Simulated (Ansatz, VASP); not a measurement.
**Two plane-wave programs on AlN**

```xyz
2
Lattice="0.0000 2.2065 2.2065 2.2065 0.0000 2.2065 2.2065 2.2065 0.0000" Properties=species:S:1:pos:R:3 pbc="T T T"
Al    0.0000    0.0000    0.0000
N     3.3098    3.3098    3.3098
```

Alike in both runs: task single point; functional r2SCAN; k mesh 10 × 10 × 10; occupations gaussian, width 0.02 eV; no spin polarisation.

|  | VASP | Ansatz |
| --- | --- | --- |
| version | VASP 6.6.1 | Ansatz 0.2.0 |
| potentials or method | VASP PAW PBE potentials, release 64 (Al, N) | scalar-relativistic, plane waves, PAW |
| plane-wave cutoff (eV) | 520 | 500 |
| valence electrons in the cell | 8 | 8 |

VASP gave:

```
gap on the k mesh at the Fermi level (eV) : 3.91
least direct gap on the mesh (eV)         : 4.61
pressure (GPa)                            : -6.3
```

Task: Estimate Ansatz's values.

Result: gap on the k mesh at the Fermi level (eV): 3.92; least direct gap on the mesh (eV): 4.57; pressure (GPa): -5.9.

With one functional, cell and mesh, what is left measures potentials, basis and numerics.

Caveats: the PAW data sets were made with another functional, which shifts forces and pressure a little (VASP). r2SCAN opens gaps a little over a GGA but as a rule still falls short of measured ones. A k mesh can miss the band edges.
